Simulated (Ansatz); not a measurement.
# Ag under changes of volume

One of the cells (17.048 Å³/atom); the others are scaled copies at fixed shape and fractional positions:

```
Ag
1.0
     0.00000    2.04275    2.04275
     2.04275    0.00000    2.04275
     2.04275    2.04275    0.00000
Ag
1
Cartesian
  0.0000 0.0000 0.0000
```

```yaml
Program: Ansatz 0.2.0
Functional: PBEsol0
Potentials_or_basis: Ansatz PAW
Cutoff: "420 eV (not typed: the program's choice for these potentials)"
k_mesh: 6 × 6 × 6
Occupations: fermi-dirac, width 0.05 eV
Spin: no spin polarisation
```

```tsv
volume (Å³/atom)	energy over the lowest point (meV/atom)	pressure (GPa)
16.025	?	?
16.366	7.62	4.3
16.707	1.25	1.7
17.048	0.00	-0.5
17.389	3.17	-2.5
17.730	10.33	-4.1
18.071	14.41	-4.6
```

**Question.** What does the run at 16.025 Å³/atom give?

**Answer.** Energy over the lowest point 19.88 meV/atom; pressure 7.2 GPa.

The energies don't lie on one smooth curve, so no fit is given. The run at 18.071 Å³/atom lies farthest off, from a change of basis, grid or state.

Energies are extrapolated to zero smearing.

Caveats: all runs use coarse meshes; the PAW data sets come from PBE, with cores solved anew for the run's functional, which leaves a small shift of forces and pressure; the thresholds are loose for stress.
